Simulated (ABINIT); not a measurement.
# Ru (P6_3/mmc) in ABINIT: a series of runs

The runs below take Ru through band structure, equation of state, with PBE, PW91+D4, PW91+D3(BJ).

Program: ABINIT 10.8.3 (patched build). These are calculated values, not measurements. Logs are shortened: lines on timing, memory, paths and dates and some standing lists are left out, and cuts for length are marked. The log counts tension as positive stress, the text compression.

## 1. The structure

Symmetry: P6_3/mmc, No. 194, hexagonal system. The conventional cell has a = 2.706 Å, b = 2.706 Å, c = 4.282 Å, α = 90.00°, β = 90.00°, γ = 120.00°. Ru (site symmetry -6m2) is surrounded by 12 Ru at 2.65 to 2.71 Å.

## 2. Band structure, PBE

File run.abi:

```
ndtset 2

pp_dirpath "./"
pseudos "44_Ru_16_2.3_2.5_pbe_n_v1.0.psp8"

acell 3*1.0 Angstrom
rprim
     2.7058000000     0.0000000000     0.0000000000
    -1.3529000000     2.3432915376     0.0000000000
     0.0000000000     0.0000000000     4.2819000000
ntypat 1
znucl 44
natom 2
typat 1 1
xred
     0.6666666667     0.3333333333     0.7500000000
     0.3333333333     0.6666666667     0.2500000000

ecut 22.0

ixc 11

occopt 3
tsmear 0.05 eV

nstep 100

iomode 3
prtwf 0
prteig 0
prtebands 0
prtden1 1

kptopt1 1
ngkpt1 11 11 6
nshiftk1 1
shiftk1 0.0 0.0 0.0
nband1 20
tolvrs1 1.0e-10

iscf2 -2
getden2 1
nband2 26
nbdbuf2 4
tolwfr2 1.0e-11
kptopt2 -7
ndivsm2 5
prteig2 1
kptbounds2
     0.0000000000     0.0000000000     0.0000000000
     0.5000000000     0.0000000000     0.0000000000
     0.3333333333     0.3333333333     0.0000000000
     0.0000000000     0.0000000000     0.0000000000
     0.0000000000     0.0000000000     0.5000000000
     0.5000000000     0.0000000000     0.5000000000
     0.3333333333     0.3333333333     0.5000000000
     0.0000000000     0.0000000000     0.5000000000
```

Potentials or basis: SPMS NC PBE v1.0.

Started as:

```sh
abinit run.abi > log 2>&1
```

run.abo:

```text
.Version 10.8.3 of ABINIT
 DATASET    1 : space group P6_3/m m c (#194); Bravais hP (primitive hexag.)
================================================================================
 Values of the parameters that define the memory need for DATASET  1.
     intxc =       0    ionmov =       0      iscf =       7    lmnmax =       6
     lnmax =       6     mgfft =      36  mpssoang =       3    mqgrid =    3001
     natom =       2  nloc_mem =       1    nspden =       1   nspinor =       1
    nsppol =       1      nsym =      24    n1xccc =    2501    ntypat =       1
    occopt =       3   xclevel =       2
       mpw =         935          nfft =       20736          nkpt =          64
================================================================================
================================================================================

 DATASET    2 : space group P6_3/m m c (#194); Bravais hP (primitive hexag.)
================================================================================
 Values of the parameters that define the memory need for DATASET  2.
     intxc =       0    ionmov =       0      iscf =      -2    lmnmax =       6
     lnmax =       6     mgfft =      36  mpssoang =       3    mqgrid =    3001
     natom =       2  nloc_mem =       1    nspden =       1   nspinor =       1
    nsppol =       1      nsym =      24    n1xccc =    2501    ntypat =       1
    occopt =       3   xclevel =       2
       mpw =         929          nfft =       20736          nkpt =          56
================================================================================
================================================================================

--------------------------------------------------------------------------------
------------- Echo of variables that govern the present computation ------------
--------------------------------------------------------------------------------
 -outvars: echo values of preprocessed input variables --------
            acell      1.8897261259E+00  1.8897261259E+00  1.8897261259E+00 Bohr
              amu      1.01070000E+02
             ecut      2.20000000E+01 Hartree
           getden1          0
           getden2          1
             iscf1          7
             iscf2         -2
                       outvar_i_n : Printing only first  50 k-points.
              ixc          11
           jdtset        1    2
                       outvar_i_n : Printing only first  50 k-points.
           kptopt1          1
           kptopt2         -7
         kptrlatt       11    0    0      0   11    0      0    0    6
          kptrlen1     4.85497098E+01
          kptrlen2     3.00000000E+01
            natom           2
            nband1         20
            nband2         26
           nbdbuf1          0
           nbdbuf2          4
           ndtset           2
           ndivsm1          0
           ndivsm2          5
            ngfft          24      24      36
             nkpt1         64
             nkpt2         56
            nstep         100
             nsym          24
           ntypat           1
                       prtocc : prtvol=0, do not print more k-points.
           occopt           3
        prtebands           0
           prteig1          0
           prteig2          1
            prtwf           0
            rprim      2.7058000000E+00  0.0000000000E+00  0.0000000000E+00
                      -1.3529000000E+00  2.3432915376E+00  0.0000000000E+00
                       0.0000000000E+00  0.0000000000E+00  4.2819000000E+00
           shiftk1     0.00000000E+00  0.00000000E+00  0.00000000E+00
           shiftk2     5.00000000E-01  5.00000000E-01  5.00000000E-01
          spgroup         194
           tolvrs1     1.00000000E-10
           tolvrs2     0.00000000E+00
           tolwfr1     0.00000000E+00
           tolwfr2     1.00000000E-11
           tsmear      1.83746611E-03 Hartree
            typat      1  1
                       outvars : Printing only first  50 k-points.
           xangst      1.3529000000E+00  7.8109717920E-01  3.2114250000E+00
                      -2.9837281572E-16  1.5621943584E+00  1.0704750000E+00
            xcart      2.5566104757E+00  1.4760597464E+00  6.0687137239E+00
[... 200 lines left out ...]
  6.27E-12  2.69E-12  8.49E-12  4.68E-12  4.39E-12  9.56E-12  3.00E-12  6.69E-12
  4.83E-12  3.26E-12  4.66E-12  7.47E-12  2.75E-12  2.21E-12  7.07E-12  3.95E-12
  3.13E-12  9.40E-12  2.56E-12  8.48E-12  3.12E-12  5.03E-12  9.72E-12  1.86E-12
  3.49E-06  6.26E-04
 -2.0658E+00 -2.0582E+00 -9.8364E-01 -9.4913E-01 -9.4913E-01 -9.4283E-01
 -9.4283E-01 -9.4127E-01  3.2459E-01  3.9004E-01  5.2320E-01  5.2320E-01
  5.2966E-01  5.4837E-01  5.4837E-01  5.6777E-01  5.6777E-01  6.6265E-01
  6.6265E-01  6.6580E-01  9.9740E-01  1.1742E+00  1.2704E+00  1.2925E+00
  1.4631E+00  1.4654E+00
 Non-SCF case, kpt    2 (  0.05556  0.00000  0.00000), residuals and eigenvalues=
  9.59E-12  9.78E-12  3.49E-12  3.61E-12  5.04E-12  6.51E-12  1.66E-12  4.32E-12
  1.53E-12  9.93E-12  4.00E-12  4.03E-12  1.68E-12  6.94E-12  2.88E-12  7.18E-12
  1.28E-12  2.01E-12  3.35E-12  7.26E-12  4.40E-12  7.18E-12  1.12E-11  8.33E-10
[... 532 lines left out ...]
 -9.4617E-01 -9.4617E-01  3.9894E-01  3.9894E-01  5.0564E-01  5.0564E-01
  5.1952E-01  5.1952E-01  5.2546E-01  5.2546E-01  6.3858E-01  6.3858E-01
  6.4162E-01  6.4162E-01  1.1617E+00  1.1617E+00  1.2817E+00  1.2817E+00
  1.3891E+00  1.3907E+00
 Non-SCF case, kpt   56 (  0.00000  0.00000  0.50000), residuals and eigenvalues=
  2.69E-12  8.57E-12  3.24E-12  8.78E-12  2.29E-12  6.46E-12  4.84E-12  6.42E-12
  4.31E-12  8.21E-12  2.10E-12  4.56E-12  4.60E-12  6.48E-12  3.30E-12  3.90E-12
  3.49E-12  6.65E-12  2.52E-12  5.79E-12  8.58E-12  7.50E-12  3.39E-11  1.91E-10
  7.60E-12  7.33E-12
 -2.0620E+00 -2.0620E+00 -9.6297E-01 -9.6297E-01 -9.4600E-01 -9.4600E-01
 -9.4600E-01 -9.4600E-01  3.9539E-01  3.9539E-01  5.1705E-01  5.1705E-01
  5.1705E-01  5.1705E-01  5.1879E-01  5.1879E-01  6.3905E-01  6.3905E-01
  6.3905E-01  6.3905E-01  1.1571E+00  1.1571E+00  1.2801E+00  1.2801E+00
  1.3995E+00  1.3995E+00

--- !ResultsGS
iteration_state: {dtset: 2, }
comment   : Summary of ground state results
lattice_vectors:
- [  5.1132210,   0.0000000,   0.0000000, ]
- [ -2.5566105,   4.4281792,   0.0000000, ]
- [  0.0000000,   0.0000000,   8.0916183, ]
lattice_lengths: [   5.11322,    5.11322,    8.09162, ]
lattice_angles: [ 90.000,  90.000, 120.000, ] # degrees, (23, 13, 12)
lattice_volume:   1.8321252E+02
convergence: {deltae:  0.000E+00, res2:  0.000E+00, residm:  9.986E-12, diffor:  0.000E+00, }
etotal    :  -2.01681124E+02
entropy   :   0.00000000E+00
fermie    :   6.16498230E-01
cartesian_stress_tensor: null
pressure_GPa: null
xred      :
- [  6.6667E-01,   3.3333E-01,   7.5000E-01, Ru]
- [  3.3333E-01,   6.6667E-01,   2.5000E-01, Ru]
cartesian_forces: null
force_length_stats: {min: null, max: null, mean: null, }
...

 Integrated electronic density in atomic spheres:
 ------------------------------------------------
 Atom  Sphere_radius  Integrated_density
    1        2.00000         12.82730853
    2        2.00000         12.82730853
================================================================================

 ----iterations are completed or convergence reached----

 Mean square residual over all n,k,spin=   45.208E-13; max=  99.856E-13
 reduced coordinates (array xred) for    2 atoms
       0.666666666667      0.333333333333      0.750000000000
       0.333333333333      0.666666666667      0.250000000000

 cartesian coordinates (angstrom) at end:
    1      1.35290000000000     0.78109717920000     3.21142500000000
    2     -0.00000000000000     1.56219435840000     1.07047500000000
 length scales=  1.889726125908  1.889726125908  1.889726125908 bohr
              =  1.000000000000  1.000000000000  1.000000000000 angstroms
 Eigenvalues (hartree) for nkpt=  56  k points:
 kpt#   1, nband= 26, wtk=  1.00000, kpt=  0.0000  0.0000  0.0000 (reduced coord)
  -2.06578   -2.05820   -0.98364   -0.94913   -0.94913   -0.94283   -0.94283   -0.94127
   0.32459    0.39004    0.52320    0.52320    0.52966    0.54837    0.54837    0.56777
   0.56777    0.66265    0.66265    0.66580    0.99740    1.17416    1.27038    1.29252
   1.46311    1.46544
 kpt#   2, nband= 26, wtk=  1.00000, kpt=  0.0556  0.0000  0.0000 (reduced coord)
  -2.06561   -2.05813   -0.98325   -0.94996   -0.94941   -0.94370   -0.94295   -0.94145
   0.32881    0.39330    0.51423    0.52664    0.53760    0.54649    0.55154    0.56366
   0.56513    0.62331    0.66430    0.71076    0.99678    1.18131    1.27525    1.29838
   1.43230    1.43823
 kpt#   3, nband= 26, wtk=  1.00000, kpt=  0.1111  0.0000  0.0000 (reduced coord)
  -2.06513   -2.05795   -0.98210   -0.95237   -0.95021   -0.94618   -0.94328   -0.94199
   0.34101    0.40224    0.50151    0.53681    0.54038    0.54839    0.54990    0.55808
   0.56086    0.59358    0.66846    0.76048    0.99483    1.19919    1.28794    1.31060
   1.37331    1.39031
 kpt#   4, nband= 26, wtk=  1.00000, kpt=  0.1667  0.0000  0.0000 (reduced coord)
  -2.06437   -2.05767   -0.98026   -0.95605   -0.95141   -0.94991   -0.94383   -0.94290
[... 249 lines left out ...]
  -2.06161   -2.06161   -0.96365   -0.96365   -0.94781   -0.94781   -0.94670   -0.94670
   0.40888    0.40888    0.49130    0.49130    0.52526    0.52526    0.52846    0.52846
   0.63741    0.63741    0.64899    0.64899    1.17386    1.17386    1.28549    1.28549
   1.36357    1.36357
 kpt#  55, nband= 26, wtk=  1.00000, kpt=  0.0303  0.0303  0.5000 (reduced coord)
  -2.06191   -2.06191   -0.96312   -0.96312   -0.94649   -0.94649   -0.94617   -0.94617
   0.39894    0.39894    0.50564    0.50564    0.51952    0.51952    0.52546    0.52546
   0.63858    0.63858    0.64162    0.64162    1.16171    1.16171    1.28171    1.28171
   1.38905    1.39074
 kpt#  56, nband= 26, wtk=  1.00000, kpt=  0.0000  0.0000  0.5000 (reduced coord)
  -2.06202   -2.06202   -0.96297   -0.96297   -0.94600   -0.94600   -0.94600   -0.94600
   0.39539    0.39539    0.51705    0.51705    0.51705    0.51705    0.51879    0.51879
   0.63905    0.63905    0.63905    0.63905    1.15706    1.15706    1.28007    1.28007
   1.39953    1.39953

== END DATASET(S) ==============================================================
================================================================================

 -outvars: echo values of variables after computation  --------
            acell      1.8897261259E+00  1.8897261259E+00  1.8897261259E+00 Bohr
           etotal1    -2.0168112380E+02
            fcart1    -2.1064180474E-28  2.4322820534E-28 -0.0000000000E+00
                       2.1064180474E-28 -2.4322820534E-28 -0.0000000000E+00
            rprim      2.7058000000E+00  0.0000000000E+00  0.0000000000E+00
                      -1.3529000000E+00  2.3432915376E+00  0.0000000000E+00
                       0.0000000000E+00  0.0000000000E+00  4.2819000000E+00
           strten1    -1.6755192690E-04 -1.6755192841E-04 -1.6598290747E-04
                       0.0000000000E+00  0.0000000000E+00  0.0000000000E+00
           xangst      1.3529000000E+00  7.8109717920E-01  3.2114250000E+00
                      -2.9837281572E-16  1.5621943584E+00  1.0704750000E+00
             xred      6.6666666667E-01  3.3333333333E-01  7.5000000000E-01
                       3.3333333333E-01  6.6666666667E-01  2.5000000000E-01
 Calculation completed.
```

It took 36 s on 1 thread of Arm Neoverse V2, shared host; peak memory 0.11 GiB.

Results:

```
Free energy                                           : -5488.0230 eV
Pressure                                              : 4.9 GPa
Band gap on the k mesh                                : none (metal or under the smearing width)
Valence electrons inside the program's atomic spheres : Ru 12.83 (radii [1.0584] Å)
```

Levels at the corners of the path, in eV from the Fermi level:
```
point  band 14  band 15  band 16  band 17  band 18  band 19
    Γ    -1.85    -1.85    -1.33    -1.33     1.26     1.26
    M    -1.74    -1.46     1.50     1.91     1.99     4.13
    K    -2.78    -1.01     1.08     1.08     1.51     7.09
    Γ    -1.85    -1.85    -1.33    -1.33     1.26     1.26
    A    -2.71    -2.66    -2.66     0.61     0.61     0.61
    L    -0.99     0.51     0.51     1.75     1.75     3.46
    H    -2.66    -1.12    -1.12     1.30     1.30     8.50
    A    -2.71    -2.66    -2.66     0.61     0.61     0.61
```

## 3. Band structure, PBE

run.abi, as its differences from that of step 2:

```diff
@@ -3,3 +3,3 @@
 pp_dirpath "./"
-pseudos "44_Ru_16_2.3_2.5_pbe_n_v1.0.psp8"
+pseudos "Ru.GGA_PBE-JTH.xml"
 
@@ -18,3 +18,5 @@
 
-ecut 22.0
+ecut 15.0
+pawecutdg 30.0
+pawxcdev 0
 
@@ -38,3 +40,3 @@
 nband1 20
-tolvrs1 1.0e-10
+tolvrs1 1.0e-9
```

Potentials or basis: JTH PAW PBE v2.0.

Started as:

```sh
abinit run.abi > log 2>&1
```

Run time: 26 s. Hardware: 1 thread of Arm Neoverse V2, shared host; peak memory 0.11 GiB.

The run converged. Its results:

```
Free energy                                           : -5207.8704 eV
Pressure                                              : 4.2 GPa
Band gap on the k mesh                                : none (metal or under the smearing width)
Valence electrons inside the program's atomic spheres : Ru 13.73 (radii [1.1697] Å)
```

Stress tensor (GPa, compression positive):
```
4.18 0.00 0.00
0.00 4.18 0.00
0.00 0.00 4.37
```

Levels at the corners of the path, in eV from the Fermi level:
```csv
point,band 14,band 15,band 16,band 17,band 18,band 19
Γ,-1.85,-1.85,-1.33,-1.33,1.24,1.24
M,-1.69,-1.45,1.49,1.90,1.97,4.14
K,-2.77,-1.00,1.07,1.07,1.50,7.10
Γ,-1.85,-1.85,-1.33,-1.33,1.24,1.24
A,-2.70,-2.64,-2.64,0.61,0.61,0.61
L,-0.99,0.54,0.54,1.74,1.74,3.50
H,-2.63,-1.12,-1.12,1.29,1.29,8.53
A,-2.70,-2.64,-2.64,0.61,0.61,0.61
```

## 4. Equation of state, PW91+D4

File run.py:

```python
import json, os
import numpy as np
from ase.eos import EquationOfState
from ase.units import GPa
from ase.calculators.mixing import SumCalculator
from dftd4.ase import DFTD4
from ase.calculators.abinit import Abinit, AbinitProfile
from ase import Atoms

atoms = Atoms(['Ru', 'Ru'],
              cell=[[2.7058, 0.0, 0.0], [-1.3529, 2.3432915376, 0.0], [0.0, 0.0, 4.2819]],
              scaled_positions=[[0.6666666667, 0.3333333333, 0.75], [0.3333333333, 0.6666666667, 0.25]],
              pbc=True)

profile = AbinitProfile(command='abinit', pp_paths=[os.path.abspath('pseudos')])
params = dict(
    pps='pawxml', xc='PBE',
    ecut=408.1708,
    pawecutdg=816.3416,
    pawxcdev=0,
    kptopt=1,
    ngkpt=[11, 11, 6],
    nshiftk=1,
    shiftk=[0.0, 0.0, 0.0],
    ixc=-109134,
    nband=20,
    occopt=3,
    tsmear=0.05,
    nstep=100,
    tolvrs=1e-09,
    prtwf=0,
    prtden=0,
)

cell0 = atoms.cell.copy()
volumes, energies = [], []
for i, x in enumerate([0.94, 0.96, 0.98, 1.0, 1.02, 1.04, 1.06]):
    atoms.set_cell(cell0 * x ** (1 / 3), scale_atoms=True)
    atoms.calc = SumCalculator([Abinit(profile=profile, directory=f'v{i}', **params), DFTD4(method='pw91')])
    volumes.append(atoms.get_volume() / len(atoms))
    dft, disp = atoms.calc.mixer.calcs
    energies.append((dft.get_property('free_energy', atoms) + disp.get_property('energy', atoms)) / len(atoms))
    print(f'{x:5.2f} {volumes[-1]:10.5f} A^3/atom {energies[-1]:14.6f} eV/atom', flush=True)
    json.dump(dict(volumes=volumes, energies=energies), open('results.json', 'w'))
v0, e0, b0 = EquationOfState(volumes, energies, eos='sjeos').fit()
print(f'V0 {v0:.4f} A^3/atom  E0 {e0:.6f} eV/atom  B0 {b0 / GPa:.2f} GPa')
```

Started as:

```sh
python run.py
```

Wall time 95 s (1 thread of AMD EPYC 9R45 (Zen 5), shared host); peak memory 0.11 GiB.

The run converged. Its results:

* Equilibrium volume: 13.61 Å³/atom
* Bulk modulus at fixed shape and positions: 323 GPa
* Pressure derivative of the bulk modulus: 4.4

Energy against volume, from the lowest point:
```
volume (Å³/atom)  energy (meV/atom)
          12.760              59.59
          13.032              26.51
          13.303               7.27
          13.575               0.00
          13.846               4.33
          14.118              18.30
          14.389              41.16
```

Caveat: pressures at fixed basis lie under the slope of the energies; the log and the count of SCF iterations are those of the last ABINIT call alone; the cell was scaled at fixed shape and fractional positions, which overstates the stiffness of a crystal with free parameters, most of all of layers and chains; the PAW data sets were made with another functional, which shifts forces and pressure a little.

[end of part 1 of 2]
